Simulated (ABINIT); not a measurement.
The system is BaZrO3.

```
Ba Zr O
1.0
     4.19134    0.00000    0.00000
     0.00000    4.19134    0.00000
     0.00000    0.00000    4.19134
Ba Zr O
1 1 3
Cartesian
  0.0000 0.0000 0.0000
  2.0957 2.0957 2.0957
  2.0957 2.0957 0.0000
  2.0957 0.0000 2.0957
  0.0000 2.0957 2.0957
```

Base run:

```yaml
Program: ABINIT 10.8.3 (patched build)
Functional: LDA
Potentials_or_basis: JTH PAW LDA v2.0
Cutoff: 626 eV
k_mesh: 4 × 4 × 4
Occupations: fermi-dirac, width 0.05 eV
Spin: no spin polarisation
```

Its results: band gap on the k mesh 3.08 eV, indirect (least direct gap 3.30 eV); pressure -4.7 GPa.

**Question.** The run is repeated on the same cell with these changes: k mesh from 4 × 4 × 4 to 2 × 2 × 2. What comes out?

**Answer.** Band gap on the k mesh 2.88 eV, indirect (least direct gap 3.10 eV); pressure -3.0 GPa.

Caveats: some runs use coarse meshes; this set's barium file shifts pressures by 1.5 GPa and gaps by 0.1 eV against other sets; spin-orbit coupling is left out, which moves the levels of the heavy elements.

A k mesh can miss the band edges.
